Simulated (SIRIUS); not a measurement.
Crystal: Cu.

```
Cu
1.0
     0.00000    1.80750    1.80750
     1.80750    0.00000    1.80750
     1.80750    1.80750    0.00000
Cu
1
Direct
  0.00000 0.00000 0.00000
```

Base run:

| Quantity | Value |
| --- | --- |
| Program | SIRIUS 7.12.0 |
| Functional | revPBE |
| Potentials or basis | PseudoDojo 0.4.1 PBE standard (scalar relativistic) |
| Cutoff | 1254 eV |
| Density cutoff | 5016 eV |
| k mesh | 13 × 13 × 13 |
| Occupations | fermi-dirac, width 0.05 eV |
| Spin | no spin polarisation |

Its results: band gap on the k mesh none (metal or under the smearing width); pressure 5.7 GPa.

Q: The run is repeated on the same cell with these changes: functional from revPBE to SOGGA11; libxc names from ["XC_GGA_X_PBE_R", "XC_GGA_C_PBE"] to ["XC_GGA_X_SOGGA11", "XC_GGA_C_SOGGA11"]. What comes out?

A: Band gap on the k mesh none (metal or under the smearing width); pressure 4.9 GPa.

Caveats: the potentials were made for another functional, which shifts forces and pressure.

Not every run made on this cell is shown here.
